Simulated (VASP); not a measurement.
Here is a VASP 6.6.1 calculation.

File INCAR:

```
  ALGO = Normal
  EDIFF = 1E-7
  EDIFFG = -0.002
  ENCUT = 520
  GGA = PE
  IBRION = 2
  ISIF = 3
  ISMEAR = 0
  KPAR = 4
  LASPH = True
  LCHARG = False
  LREAL = False
  LWAVE = False
  NELM = 60
  NSW = 80
  PREC = Accurate
  SIGMA = 1.0
```

Contents of KPOINTS:

```
k-points
0
Gamma
  12 12 6
```

POSCAR

```
AlN                                     
1.0
    3.1285810130     -0.0000000000      0.0000000000
   -1.5642905065      2.7094306331     -0.0000000000
   -0.0000000000      0.0000000000      5.0164747216
  Al              N             
     2     2
Direct
     0.3333333300000021    0.6666666699999979    0.9992574653659769
     0.6666666699999979    0.3333333300000021    0.4992574653659768
     0.3333333300000021    0.6666666699999979    0.3807425346340258
     0.6666666699999979    0.3333333300000021    0.8807425346340256
```

Potentials or basis: VASP PAW PBE potentials, release 64 (Al, N).

Command:

```sh
$ cat potpaw_PBE.64/Al/POTCAR potpaw_PBE.64/N/POTCAR > POTCAR
$ mpirun -np 4 vasp_std > vasp.out
```

Task: What does it give for the band gap on the k mesh?

Result: 4.06 eV, direct.

Final structure:
```
Al N
1.0
     3.12858    0.00000    0.00000
    -1.56429    2.70943    0.00000
     0.00000    0.00000    5.01647
Al N
2 2
Direct
  0.33333 0.66667 0.99926
  0.66667 0.33333 0.49926
  0.33333 0.66667 0.38074
  0.66667 0.33333 0.88074
```

Caveat: the relaxation stopped at its first step, so nothing moved. Expect the measured gap to be larger: semilocal functionals such as PBE lack the derivative discontinuity.
